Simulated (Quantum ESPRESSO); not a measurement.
## SnO under changes of volume

One of the cells (17.769 Å³/atom); the others are scaled copies at fixed shape and fractional positions:

```
CELL_PARAMETERS angstrom
3.81370 0.00000 0.00000
0.00000 3.81370 0.00000
0.00000 0.00000 4.88691
ATOMIC_POSITIONS crystal
Sn 0.50000 0.00000 0.76463
Sn 0.00000 0.50000 0.23537
O 0.00000 0.00000 0.00000
O 0.50000 0.50000 0.00000
```

The cell is a database's computed one.

| Property | Result |
| --- | --- |
| Program | Quantum ESPRESSO 7.5 |
| Functional | PBEsol |
| Potentials or basis | GBRV 1.5 PBEsol |
| Cutoff | 925 eV |
| Density cutoff | 7401 eV |
| k mesh | 7 × 7 × 6 |
| Occupations | fermi-dirac, width 0.05 eV |
| Spin | no spin polarisation |

| volume (Å³/atom) | energy over the lowest point (meV/atom) | pressure (GPa) | gap on the mesh (eV) | largest force (eV/Å) |
| --- | --- | --- | --- | --- |
| 16.703 | 18.40 | 6.0 | 0.15 | 1.053 |
| 17.058 | 7.30 | 3.6 | 0.22 | 0.714 |
| 17.414 | 1.34 | 1.4 | 0.30 | 0.399 |
| 17.769 | 0.00 | -0.5 | 0.37 | 0.113 |
| 18.125 | 2.82 | -2.3 | 0.43 | 0.154 |
| 18.480 | 9.36 | -3.9 | 0.50 | 0.401 |
| 18.835 | ? | ? | ? | ? |

What does the run at 18.835 Å³/atom give?

Energy over the lowest point 19.23 meV/atom; pressure -5.3 GPa; gap on the mesh 0.56 eV; largest force 0.631 eV/Å.

Worked out: A Birch-Murnaghan fit of order 3 (a polynomial in V^(-2/3)) to the other rows has its minimum at 17.70 Å³/atom with B0 = V·E''(V) = 95 GPa and B' = 4.3 at fixed shape and positions, which overstates the stiffness. It gives 19.24 meV/atom at 18.835 Å³/atom, against the run's 19.23, and -dE/dV = -5.2 GPa, against -5.3. A straight line through the other rows of the gap, of slope 3.46 eV per unit of ln V, extrapolates to 0.57 eV, against the run's 0.56.

Energies are extrapolated to zero smearing.

Caveats: spin-orbit coupling is left out, which moves the levels of the heavy elements; an odd mesh through Γ misses points on the zone boundary, where band edges often lie; forces of over 1 eV/Å show positions far from the minimum, so gaps and moduli don't describe the material at rest (some runs).
